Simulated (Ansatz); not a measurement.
**CdTe (rocksalt): from the first guess to the electronic structure**

Aim: bring CdTe (rocksalt) to zero pressure, then compute its bands, density of states and charges.

Program: Ansatz 0.2.0. Level of theory: DFT PBEsol, scalar-relativistic, plane waves, PAW. These are calculated values, not measurements.

Symmetry: Fm-3m, No. 225, cubic system. Conventional cell: a = 6.431 Å, b = 6.431 Å, c = 6.431 Å, α = 90.00°, β = 90.00°, γ = 90.00°. Cd (site symmetry m-3m) is surrounded by 6 Te at 3.22 Å. Te (site symmetry m-3m) has 6 Cd at 3.22 Å as nearest neighbours.

Coordinates:

```cif
data_structure
_symmetry_space_group_name_H-M 'Fm-3m'
_symmetry_Int_Tables_number 225
_cell_length_a 6.4313
_cell_length_b 6.4313
_cell_length_c 6.4313
_cell_angle_alpha 90.000
_cell_angle_beta 90.000
_cell_angle_gamma 90.000
_cell_volume 266.01
loop_
_atom_site_label
_atom_site_type_symbol
_atom_site_symmetry_multiplicity
_atom_site_Wyckoff_symbol
_atom_site_fract_x
_atom_site_fract_y
_atom_site_fract_z
_atom_site_occupancy
Cd1 Cd 4 b 0.50000 0.00000 0.00000 1
Te1 Te 4 a 0.00000 0.00000 0.00000 1
```

```
                 quantity                                                                      value
              space group                                                            Fm-3m (No. 225)
        conventional cell  a = 5.996 Å, b = 5.996 Å, c = 5.996 Å, α = 90.00°, β = 90.00°, γ = 90.00°
                   volume                                                             26.946 Å³/atom
                 pressure                                                                   0.00 GPa
                      gap                                                               none (metal)
states at the Fermi level                                                  about 0.7 per eV per cell
```

What this shows: From the first run shown, the volume went from 33.25 to 26.95 Å³/atom (-19.0 %) in 5 runs, where the pressure is zero within 0.01 GPa. There is no gap at this level of theory; the largest share of the states at the Fermi level is Te 5p (84 % of the projected weight). Spin–orbit coupling is left out, and it can open a gap where p bands of these elements cross.

Which input would start the first run of this session?

One input that does so (others would too):

Input file input.yaml:

```yaml
crystal:
  lattice:
    - [0.0, 3.2156458359, 3.2156458359]
    - [3.2156458359, 0.0, 3.2156458359]
    - [3.2156458359, 3.2156458359, 0.0]
  atoms:
    - { symbol: Cd, position: [0.5, 0.5, 0.5] }
    - { symbol: Te, position: [0.0, 0.0, 0.0] }
basis:
  ecutwfc: 420
  ecutrho_ratio: 4
kpoints:
  mp_grid: { grid: [8, 8, 8] }
hamiltonian:
  xc: pbesol
scf:
  occupations: { method: gaussian, width: 0.05 }
output:
  forces: true
  stress: true
  eigenvalues: true
```
